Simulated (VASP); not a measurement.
# P in VASP: notebook

The runs below take P through work function, with r2SCAN, PBE0.

Program: VASP 6.6.1. These are calculated values, not measurements. Logs are shortened: lines on timing, memory, paths and dates and some standing lists are left out, and cuts for length are marked.

## (1) The sheet as given

The cell holds a sheet with vacuum, 4 atoms: a = 3.283 Å, b = 4.302 Å, c = 18.100 Å, α = 90.00°, β = 90.00°, γ = 90.00°.

The cell was built by a generator and needn't be a form met in nature.

## (2) Work function, r2SCAN

INCAR

```
  PREC = Accurate
  ENCUT = 520
  EDIFF = 1E-6
  ISMEAR = 0
  SIGMA = 0.03
  LREAL = False
  LASPH = True
  NELM = 100
  ALGO = Normal
  ISIF = 2
  LWAVE = False
  LCHARG = True
  LDIPOL = True
  IDIPOL = 3
  DIPOL = 0.5 0.5 0.500
  METAGGA = R2SCAN
  LMIXTAU = True
  LVHAR = True
  LVACPOTAV = True
  KPAR = 4
```

KPOINTS

```
Automatic mesh
0
Gamma
  10 8 1
```

POSCAR

```
P                                       
1.0
    3.2827992506      0.0000000000      0.0000000000
    0.0000000000      4.3020837436      0.0000000000
    0.0000000000      0.0000000000     18.1000000000
  P             
     4
Direct
     0.0000000000000000    0.0779496792134227    0.4412843056180027
     0.5000000000000000    0.4220503207865772    0.4412843056180027
     0.5000000000000000    0.5779496792134228    0.5587156943819971
     0.0000000000000000    0.9220503207865772    0.5587156943819971
```

Potentials or basis: VASP PAW PBE potentials, release 64 (P).

Run with:

```bash
cat potpaw_PBE.64/P/POTCAR > POTCAR
mpirun -np 4 vasp_std > vasp.out
```

OUTCAR:

```text
PREC = Accurate
   ENCUT = 520
   EDIFF = 1E-6
   ISMEAR = 0
   LREAL = False
   LASPH = True
   NELM = 100
   ISIF = 2
   METAGGA = R2SCAN

 ion  position               nearest neighbor table
   1  0.000  0.078  0.441-   2 2.21   2 2.21   4 2.23
   2  0.500  0.422  0.441-   1 2.21   1 2.21   3 2.23
   3  0.500  0.578  0.559-   4 2.21   4 2.21   2 2.23
   4  0.000  0.922  0.559-   3 2.21   3 2.21   1 2.23

  LATTYP: Found a simple orthorhombic cell.
 ALAT       =     3.2827992506
 B/A-ratio  =     1.3104924838
 C/A-ratio  =     5.5135872218

  Lattice vectors:

 A1 = (   3.2827992506,   0.0000000000,   0.0000000000)
 A2 = (   0.0000000000,   4.3020837436,   0.0000000000)
 A3 = (   0.0000000000,   0.0000000000,  18.1000000000)

Analysis of symmetry for initial positions (statically):
=====================================================================
 Subroutine PRICEL returns:
 Original cell was already a primitive cell.

 Routine SETGRP: Setting up the symmetry group for a
 simple orthorhombic supercell.

 Subroutine GETGRP returns: Found  8 space group operations
 (whereof  4 operations were pure point group operations)
 out of a pool of  8 trial point group operations.

The static configuration has the point symmetry C_2h.
 The point group associated with its full space group is D_2h.

Analysis of symmetry for dynamics (positions and initial velocities):
=====================================================================
 Subroutine PRICEL returns:
 Original cell was already a primitive cell.

 Routine SETGRP: Setting up the symmetry group for a
 simple orthorhombic supercell.

 Subroutine GETGRP returns: Found  8 space group operations
 (whereof  4 operations were pure point group operations)
 out of a pool of  8 trial point group operations.

The dynamic configuration has the point symmetry C_2h.
 The point group associated with its full space group is D_2h.

 Subroutine INISYM returns: Found  8 space group operations
 (whereof  4 operations are pure point group operations),
 and found     1 'primitive' translations

----------------------------------------------------------------------------------------

                                     Primitive cell

  volume of cell :     255.6241

  direct lattice vectors                    reciprocal lattice vectors
     3.282799251  0.000000000  0.000000000     0.304618079  0.000000000  0.000000000
     0.000000000  4.302083744  0.000000000     0.000000000  0.232445498  0.000000000
     0.000000000  0.000000000 18.100000000     0.000000000  0.000000000  0.055248619

  length of vectors
     3.282799251  4.302083744 18.100000000     0.304618079  0.232445498  0.055248619

  position of ions in fractional coordinates (direct lattice)
     0.000000000  0.077949679  0.441284306
     0.500000000  0.422050321  0.441284306
     0.500000000  0.577949679  0.558715694
     0.000000000  0.922050321  0.558715694

  ion indices of the primitive-cell ions
   primitive index   ion index
                 1           1
                 2           2
                 3           3
                 4           4

----------------------------------------------------------------------------------------

 KPOINTS: Automatic mesh

Automatic generation of k-mesh.
 Grid dimensions read from file:
 generate k-points for:   10    8    1

 Generating k-lattice:

  Cartesian coordinates                     Fractional coordinates (reciprocal lattice)
     0.030461808  0.000000000  0.000000000     0.100000000  0.000000000  0.000000000
     0.000000000  0.029055687  0.000000000     0.000000000  0.125000000  0.000000000
     0.000000000  0.000000000  0.055248619     0.000000000  0.000000000  1.000000000

  Length of vectors
     0.030461808  0.029055687  0.055248619

  Shift w.r.t. Gamma in fractional coordinates (k-lattice)
     0.000000000  0.000000000  0.000000000

 Subroutine IBZKPT returns following result:
 ===========================================

 Found     30 irreducible k-points:

 Following reciprocal coordinates:
            Coordinates               Weight
  0.000000  0.000000  0.000000      1.000000
  0.100000  0.000000  0.000000      2.000000
  0.200000  0.000000  0.000000      2.000000
  0.300000  0.000000  0.000000      2.000000
  0.400000  0.000000  0.000000      2.000000
  0.500000  0.000000  0.000000      1.000000
[... 16 lines left out ...]
  0.400000  0.375000  0.000000      4.000000
  0.500000  0.375000  0.000000      2.000000
 [... further k-points ...]
   k-points           NKPTS =     30   k-points in BZ     NKDIM =     30   number of bands    NBANDS=     14
   number of dos      NEDOS =    301   number of ions     NIONS =      4
   total plane-waves  NPLWV = 107520
   dimension x,y,z NGX =    24 NGY =   32 NGZ =  140
   dimension x,y,z NGXF=    48 NGYF=   64 NGZF=  280
   ions per type =               4
   NGX,Y,Z   is equivalent  to a cutoff of  12.15, 12.37, 12.86 a.u.
   NGXF,Y,Z  is equivalent  to a cutoff of  24.31, 24.73, 25.72 a.u.
 SYSTEM =  unknown system
   PREC   = accura    normal or accurate (medium, high low for compatibility)
   ISTART =      0    job   : 0-new  1-cont  2-samecut
   ICHARG =      2    charge: 1-file 2-atom 10-const
   ISPIN  =      1    spin polarized calculation?
   LNONCOLLINEAR =      F non collinear calculations
   LSORBIT =      F    spin-orbit coupling
   LASPH  =      T    aspherical Exc in radial PAW
   ENCUT  =  520.0 eV  38.22 Ry    6.18 a.u.   6.10  8.00 33.65*2*pi/ulx,y,z
   NELM   =    100;   NELMIN=  2; NELMDL= -5     # of ELM steps
   EDIFF  = 0.1E-05   stopping-criterion for ELM
   LREAL  =      F    real-space projection
   EDIFFG = 0.1E-04   stopping-criterion for IOM
   NSW    =      0    number of steps for IOM
   IBRION =     -1    ionic relax: 0-MD 1-quasi-New 2-CG
   NFREE  =      0    steps in history (QN), initial steepest desc. (CG)
   ISIF   =      2    stress and relaxation
   ISYM   =      2    0-nonsym 1-usesym 2-fastsym
   POTIM  = 0.5000    time-step for ionic-motion
   TEBEG  =    0.0;   TEEND  =   0.0 temperature during run
   PSTRESS=    0.0 pullay stress
   NELECT =      20.0000    total number of electrons
   NUPDOWN=      -1.0000    fix difference up-down
   EMIN   =  10.00;   EMAX   =-10.00  energy-range for DOS
   EFERMI =   0.00;   METHOD = LEGACY
   ISMEAR =     0;   SIGMA  =   0.03  broadening in eV -4-tet -1-fermi 0-gaus
   EFERMI_NEDOS =   21; number of points for ismear=-14 and -15
   IALGO  =     38    algorithm
   IMIX   =      4    mixing-type and parameters
     AMIX     =   0.40;   BMIX     =  1.00
     AMIX_MAG =   1.60;   BMIX_MAG =  1.00
  volume/ion in A,a.u.               =      63.91       431.26
  Fermi-wavevector in a.u.,A,eV,Ry     =   0.700193  1.323172  6.670526  0.490270
  Thomas-Fermi vector in A             =   1.784279
   LORBIT       =      0    0 simple, 1 ext, 2 COOP (PROOUT), +10 PAW based schemes
   METAGGA = R2SCAN    functional components
   LHFCALC =     F    Hartree Fock is set to
   AEXX    =    0.0000 exact exchange contribution
   IVDW    =     0    specifies the selected vdW correction
   LEPSILON=     F    determine dielectric tensor
   LRPA    =     F    only Hartree local field effects (RPA)
 non-spin polarized calculation
 Gauss-broadening in eV      SIGMA  =   0.03
  energy-cutoff  :      520.00
  volume of cell :      255.62
 maximum number of plane-waves:      6930
   NGX = 13   NGY = 15   NGZ = 67

 dipolmoment           0.000000      0.000000      0.000000 electrons x Angstroem

 number of electron      19.9999995 magnetization

 dipolmoment           0.000000      0.000000     -0.000000 electrons x Angstroem

 Free energy of the ion-electron system (eV)
  ---------------------------------------------------
  ext. energy  EPLUGINS =         0.00000000
  ---------------------------------------------------
  free energy    TOTEN  =       -35.69890918 eV

  energy without entropy =      -35.69890918  energy(sigma->0) =      -35.69890918

 E-fermi :  -1.5483     XC(G=0):  -3.4749

 val. band max:       -1.6961555826   @ k =   0.0000   0.0000   0.0000
 cond. band min:      -0.9405047401   @ k =   0.0000   0.0000   0.0000
 fundamental gap:      0.7556508425
 Fermi energy:        -1.5483236406

 k-point     1 :       0.0000    0.0000    0.0000
  band No.  band energies     occupation
      1     -17.8875      2.00000
      2     -14.9912      2.00000
      3     -11.0670      2.00000
      4      -7.9500      2.00000
      5      -6.8192      2.00000
      6      -6.1970      2.00000
      7      -5.5491      2.00000
      8      -3.8604      2.00000
      9      -3.6654      2.00000
     10      -1.6962      2.00000
     11      -0.9405      0.00000
     12       0.0800      0.00000
     13       1.3832      0.00000
     14       2.1366      0.00000

 k-point     2 :       0.1000    0.0000    0.0000
  band No.  band energies     occupation
      1     -17.7599      2.00000
      2     -14.8584      2.00000
      3     -11.1677      2.00000
      4      -7.8495      2.00000
      5      -6.7055      2.00000
      6      -6.3808      2.00000
      7      -6.1453      2.00000
      8      -4.2534      2.00000
      9      -3.7929      2.00000
     10      -1.7240      2.00000
     11      -0.8163      0.00000
     12       1.0528      0.00000
     13       1.4631      0.00000
     14       2.2831      0.00000
[... 343 lines left out ...]
      1     -15.1944      2.00000
      2     -14.2891      2.00000
      3     -12.0856      2.00000
      4     -11.0561      2.00000
      5      -8.1012      2.00000
      6      -7.3258      2.00000
      7      -6.2858      2.00000
      8      -5.5138      2.00000
      9      -3.7355      2.00000
     10      -3.0661      2.00000
     11       0.7690      0.00000
     12       1.5265      0.00000
     13       1.7869      0.00000
     14       2.8967      0.00000

 k-point    24 :       0.5000    0.3750    0.0000
  band No.  band energies     occupation
      1     -14.4192      2.00000
      2     -14.4192      2.00000
      3     -12.0010      2.00000
      4     -12.0010      2.00000
      5      -7.3527      2.00000
      6      -7.3527      2.00000
      7      -6.4809      2.00000
      8      -6.4809      2.00000
      9      -3.2902      2.00000
     10      -3.2902      2.00000
     11       1.0438      0.00000
     12       1.0438      0.00000
     13       2.2318      0.00000
     14       2.2318      0.00000

 [... further k-points ...]

------------------------ aborting loop because EDIFF is reached ----------------------------------------

  FORCE on cell =-STRESS in cart. coord.  units (eV):
  Direction    XX          YY          ZZ          XY          YZ          ZX
  --------------------------------------------------------------------------------------
  -------------------------------------------------------------------------------------
  Total        1.3864889      1.3771547     -0.1100423      0.0000000      0.0000000      0.0000000
  in kB        8.6901089      8.6316051     -0.6897130      0.0000000      0.0000000      0.0000000
  external PRESSURE =       5.5440004 kB  Pullay stress =       0.0000000 kB

 VOLUME and BASIS-vectors are now :
 -----------------------------------------------------------------------------
  energy-cutoff  :      520.00
  volume of cell :      255.62
      direct lattice vectors                 reciprocal lattice vectors
     3.282799251  0.000000000  0.000000000     0.304618079  0.000000000  0.000000000
     0.000000000  4.302083744  0.000000000     0.000000000  0.232445498  0.000000000
     0.000000000  0.000000000 18.100000000     0.000000000  0.000000000  0.055248619

 POSITION                                       TOTAL-FORCE (eV/Angst)
 -----------------------------------------------------------------------------------
      0.00000      0.33535      7.98725         0.000000      0.337549      0.021277
      1.64140      1.81570      7.98725         0.000000     -0.337549      0.021277
      1.64140      2.48639     10.11275         0.000000      0.337549     -0.021277
      0.00000      3.96674     10.11275         0.000000     -0.337549     -0.021277
 -----------------------------------------------------------------------------------
    total drift:                               -0.000000     -0.000000     -0.000000

  FREE ENERGIE OF THE ION-ELECTRON SYSTEM (eV)
  ---------------------------------------------------
  free  energy   TOTEN  =       -35.6989091836 eV

  energy  without entropy=      -35.6989091836  energy(sigma->0) =      -35.69890918

 vacuum level on the upper side and lower side of the slab         3.267         3.267
```

Run time: 2.3 min. Hardware: 4 MPI ranks of Intel Xeon Platinum 8488C (Sapphire Rapids), shared host; peak memory 0.4 GiB.

Results:

```
Free energy                            : -35.6989 eV
Largest force                          : 0.338 eV/Å
Band gap on the k mesh                 : 0.76 eV, direct
Ionisation potential of the upper face : 4.96 eV
```

Forces in eV/Å, atoms in the order of the input:
```
P    0.000  0.338  0.021
P    0.000 -0.338  0.021
P    0.000  0.338 -0.021
P    0.000 -0.338 -0.021
```

Levels at points of the mesh, in eV from the valence-band top:
| k point | band 6 | band 7 | band 8 | band 9 | band 10 | band 11 | band 12 | band 13 | band 14 |
| --- | --- | --- | --- | --- | --- | --- | --- | --- | --- |
| (0.00, 0.00, 0.00) | -4.50 | -3.85 | -2.16 | -1.97 | 0.00 | 0.76 | 1.78 | 3.08 | 3.83 |
| (0.50, 0.00, 0.00) | -5.04 | -2.94 | -2.94 | -2.17 | -2.17 | 1.60 | 1.60 | 2.00 | 2.00 |
| (0.00, 0.50, 0.00) | -3.44 | -2.81 | -2.81 | -0.92 | -0.92 | 2.39 | 2.39 | 3.56 | 3.56 |
| (0.50, 0.50, 0.00) | -5.41 | -5.32 | -5.32 | -1.57 | -1.57 | 2.65 | 2.65 | 4.97 | 4.97 |

Caveat: the PAW data sets were made with another functional, which shifts forces and pressure a little. r2SCAN opens gaps a little over a GGA but as a rule still falls short of measured ones.

## (3) Work function, PBE0

POSCAR is that of step 2.

INCAR.step1

```
  PREC = Accurate
  ENCUT = 520
  EDIFF = 1E-5
  ISMEAR = 0
  SIGMA = 0.03
  LREAL = False
  LASPH = True
  NELM = 100
  ALGO = Normal
  ISIF = 2
  LWAVE = True
  LDIPOL = True
  IDIPOL = 3
  DIPOL = 0.5 0.5 0.500
  GGA = PE
  KPAR = 4
```

INCAR.step2

```
  PREC = Accurate
  ENCUT = 520
  EDIFF = 1E-6
  ISMEAR = 0
  SIGMA = 0.03
  LREAL = False
  LASPH = True
  NELM = 100
  ALGO = Normal
  ISIF = 2
  LWAVE = False
  LCHARG = True
  LDIPOL = True
  IDIPOL = 3
  DIPOL = 0.5 0.5 0.500
  GGA = PE
  LHFCALC = True
  AEXX = 0.25
  PRECFOCK = Fast
  LVHAR = True
  LVACPOTAV = True
  ISTART = 1
  KPAR = 4
```

KPOINTS

```
Automatic mesh
0
Gamma
  6 4 1
```

Potentials or basis: VASP PAW PBE potentials, release 64 (P).

Run with:

```bash
cat potpaw_PBE.64/P/POTCAR > POTCAR
cp INCAR.step1 INCAR
mpirun -np 4 vasp_std > vasp.out
cp INCAR.step2 INCAR
mpirun -np 4 vasp_std > vasp.out
```

OUTCAR:

```text
PREC = Accurate
   ENCUT = 520
   EDIFF = 1E-6
   ISMEAR = 0
   LREAL = False
   LASPH = True
   NELM = 100
   ISIF = 2
   GGA = PE
   LHFCALC = True
   AEXX = 0.25
   PRECFOCK = Fast
   ISTART = 1

 ion  position               nearest neighbor table
   1  0.000  0.078  0.441-   2 2.21   2 2.21   4 2.23
   2  0.500  0.422  0.441-   1 2.21   1 2.21   3 2.23
   3  0.500  0.578  0.559-   4 2.21   4 2.21   2 2.23
   4  0.000  0.922  0.559-   3 2.21   3 2.21   1 2.23

  LATTYP: Found a simple orthorhombic cell.
 ALAT       =     3.2827992506
 B/A-ratio  =     1.3104924838
 C/A-ratio  =     5.5135872218

  Lattice vectors:

 A1 = (   3.2827992506,   0.0000000000,   0.0000000000)
 A2 = (   0.0000000000,   4.3020837436,   0.0000000000)
 A3 = (   0.0000000000,   0.0000000000,  18.1000000000)

Analysis of symmetry for initial positions (statically):
=====================================================================
 Subroutine PRICEL returns:
 Original cell was already a primitive cell.

 Routine SETGRP: Setting up the symmetry group for a
 simple orthorhombic supercell.

 Subroutine GETGRP returns: Found  8 space group operations
 (whereof  4 operations were pure point group operations)
[... 364 lines left out ...]
      1     -15.6556      2.00000
      2     -15.6556      2.00000
      3     -13.3026      2.00000
      4     -13.3026      2.00000
      5      -8.0549      2.00000
      6      -8.0549      2.00000
      7      -7.9526      2.00000
      8      -7.9526      2.00000
      9      -3.9929      2.00000
     10      -3.9929      2.00000
     11       1.5889      0.00000
     12       1.5889      0.00000
     13       4.1136      0.00000
     14       4.1136      0.00000

------------------------ aborting loop because EDIFF is reached ----------------------------------------

  FORCE on cell =-STRESS in cart. coord.  units (eV):
  Direction    XX          YY          ZZ          XY          YZ          ZX
  --------------------------------------------------------------------------------------
  -------------------------------------------------------------------------------------
  Total        0.9949568      0.8773858     -0.8273974      0.0000000      0.0000000      0.0000000
  in kB        6.2360996      5.4991992     -5.1858862      0.0000000      0.0000000      0.0000000
  external PRESSURE =       2.1831375 kB  Pullay stress =       0.0000000 kB

 VOLUME and BASIS-vectors are now :
 -----------------------------------------------------------------------------
  energy-cutoff  :      520.00
  volume of cell :      255.62
      direct lattice vectors                 reciprocal lattice vectors
     3.282799251  0.000000000  0.000000000     0.304618079  0.000000000  0.000000000
     0.000000000  4.302083744  0.000000000     0.000000000  0.232445498  0.000000000
     0.000000000  0.000000000 18.100000000     0.000000000  0.000000000  0.055248619

 POSITION                                       TOTAL-FORCE (eV/Angst)
 -----------------------------------------------------------------------------------
      0.00000      0.33535      7.98725         0.000000      0.262384      0.176044
      1.64140      1.81570      7.98725        -0.000000     -0.262384      0.176044
      1.64140      2.48639     10.11275         0.000000      0.262384     -0.176044
      0.00000      3.96674     10.11275         0.000000     -0.262384     -0.176044
 -----------------------------------------------------------------------------------
    total drift:                                0.000000      0.000000     -0.000001

  FREE ENERGIE OF THE ION-ELECTRON SYSTEM (eV)
  ---------------------------------------------------
  free  energy   TOTEN  =       -28.0236675582 eV

  energy  without entropy=      -28.0236675582  energy(sigma->0) =      -28.02366756

 vacuum level on the upper side and lower side of the slab         3.245         3.245
```

Wall time 60 s (4 MPI ranks of Intel Xeon Platinum 8488C (Sapphire Rapids), shared host); peak memory 0.31 GiB.

What came out:

- Free energy: -28.0237 eV
- Largest force: 0.316 eV/Å
- Band gap on the k mesh: 1.97 eV, direct
- Ionisation potential of the upper face: 5.55 eV

Forces on the atoms (eV/Å):
```
P    0.000  0.262  0.176
P    0.000 -0.262  0.176
P    0.000  0.262 -0.176
P    0.000 -0.262 -0.176
```

Caveat: the PAW data sets were made with another functional, which shifts forces and pressure a little.
